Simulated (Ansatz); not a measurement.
**KTaO3 (Pm-3m) at 3 levels of theory**

One geometry, relaxed with PBE; plane waves with PAW potentials in Ansatz, scalar-relativistic unless the row names spin-orbit coupling. No spin polarisation but for the spin–orbit row. Gaps are the least over mesh and band path; pressure is positive in compression.

```
K Ta O
1.0
     4.02454    0.00000    0.00000
     0.00000    4.02454    0.00000
     0.00000    0.00000    4.02454
K Ta O
1 1 3
Direct
  0.50000 0.50000 0.50000
  0.00000 0.00000 0.00000
  0.50000 0.00000 0.00000
  0.00000 0.50000 0.00000
  0.00000 0.00000 0.50000
```

| level | cutoff (eV) | k mesh | gap (eV) | pressure (GPa) |
| --- | --- | --- | --- | --- |
| PBE | 420 | 8×8×8 | 2.16 | 0.0 |

What comes out on the same cell with r2SCAN, PBE with spin-orbit coupling?

| level | cutoff (eV) | k mesh | gap (eV) | pressure (GPa) |
| --- | --- | --- | --- | --- |
| r2SCAN | 500 | 8×8×8 | 2.56 | -5.1 |
| PBE with spin-orbit coupling | 420 | 8×8×8 | 2.02 | -0.2 |

Spin-orbit coupling matters for the bands of heavy elements and enters only rows that name it.

The cell was relaxed from a distorted copy of a database structure.
